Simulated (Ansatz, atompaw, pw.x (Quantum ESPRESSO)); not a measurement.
**From atom to crystal: PAW (atompaw) potential for Nb (Z = 41)**

* Element: Nb (Z = 41)
* Generator: atompaw 4.2.0.5
* Type: PAW
* Functional: LDA (PW92)
* Relativity: scalar-relativistic
* Frozen core: [Ar] 3d10
* Valence charge: 13
* Reference configuration: 4s2 4p6 4d4 5s1 5p0
* Partial waves: 4s (bound): rc 1.85 bohr; 5s (bound): rc 2.75 bohr; 4p (bound): rc 2.20 bohr; 5p (bound, empty): rc 2.75 bohr; 4d (bound): rc 2.75 bohr; 4d channel at 0.25 Ry: rc 2.75 bohr
* Local potential: bessel scheme, radius 2.00 bohr
* Core correction: smooth core density matched at 2.30 bohr
* Augmentation charge: sinc compensation charge, radius 2.30 bohr; PAW radius 2.75 bohr; waves and projectors: custom rrkj vanderbiltortho

Atomic tests: cutoffs needed: 18 Ry and 30 Ry (the cutoffs (Ry, on a coarse ladder) from which the occupation-weighted sum of valence levels, in a spherical-Bessel basis at the reference potential, stays within 10 and 1 mRy of its value at 400 Ry); ghost test: no extra level below or beside the all-electron valence levels (s, p, d, f tested) (spherical-Bessel basis up to 400 Ry, 20 bohr box); lowest eigenvalue of the overlap operator: 0.41 (s channel).

Crystal test: bcc Nb in pw.x 7.5, no spin, 14³ k-points, Fermi–Dirac smearing 0.01 Ry, cutoffs 40/400 Ry. The reference is all-electron LAPW (Ansatz 0.2.0) with the same functional, mesh and smearing; V0 and B0 come from Birch–Murnaghan fits to the pressures at five volumes. Errors are pseudo minus all-electron; Δ is the rms difference of the E(V) curves that follow from these fits, minima aligned, over ±6 % about the mean V0. Mesh and smearing are coarse, so the numbers serve the comparison and aren't converged zero-temperature values; the lattice is a test structure that the element need not adopt.

```
V (Å³/atom)  P all-electron (GPa)  P pseudo (GPa)
     16.348                 10.04           11.97
     16.778                  4.51            6.21
     17.208                 -0.41            1.07
     17.638                 -4.80           -3.50
     18.068                 -8.72           -7.58
```

All-electron: a0 = 3.250 Å (V0 = 17.17 Å³/atom), B0 = 187.3 GPa.

Pseudopotential: mean pressure error (GPa): +1.51; a0 (Å): 3.259; a0 error (%): +0.26; B0 error (%): +1.3; Δ (meV/atom): 5.6.

Question: At the middle volume, how do free energy and pressure move when the wave cutoff is lowered (ecutrho held at 400 Ry)?

Answer:

| cutoff (Ry) | shift of F (meV/atom) | shift of P (GPa) |
| --- | --- | --- |
| 18 | +75.6 | -1.48 |
| 24 | +37.6 | -1.03 |
| 32 | +2.8 | -0.12 |

The run at the middle volume (104 k-points, 8 iterations) took about 13 s on one core of a shared host (Intel(R) Xeon(R) Platinum 8488C, 192 threads, 744 GiB, load 111).
